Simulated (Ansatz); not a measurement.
Input and command of a plane-wave DFT calculation in Ansatz:

```yaml
crystal:
  lattice:
    - [4.2369666682, 0.0, 0.0]
    - [-2.1184833341, 3.6693207697, 0.0]
    - [0.0, 0.0, 4.4716786437]
  atoms:
    - { symbol: Mo, position: [0.0, 0.0, 0.0] }
    - { symbol: P, position: [0.0, 0.0, 0.5] }
    - { symbol: P, position: [0.3333333333, 0.6666666667, 0.0] }
    - { symbol: P, position: [0.6666666667, 0.3333333333, 0.0] }
basis:
  ecutwfc: 420
kpoints:
  mp_grid: { grid: [6, 6, 4] }
hamiltonian:
  xc: pbe
scf:
  occupations: { method: gaussian, width: 0.1 }
  lower_state_search: "off"
output:
  forces: true
  stress: true
  eigenvalues: true
relax:
  adjacent_minimum: "off"
  f_tol: 0.04
  max_steps: 70
  cell: { stress_tol: 0.4 }
```

```bash
ansatz run input.yaml --threads 1 --pin off --max-ram 2560MiB --backend cpu --events-out ev --progress --plain --runs-dir out
```

Processor: Intel(R) Xeon(R) 6975P-C (Granite Rapids), 1 thread, on a host shared with other jobs.

Q: How long does it run, and how much memory does it take?

A: About 4.5 s on 1 thread of Intel(R) Xeon(R) 6975P-C (Granite Rapids) (shared host), peak memory 0.38 GiB. It solves 19 bands at 21 k points (the mesh reduced by the symmetry that the task leaves, which can be less than the crystal's) with about 1545 plane waves (on the last cell), in 26 SCF iterations over 4 ionic steps.
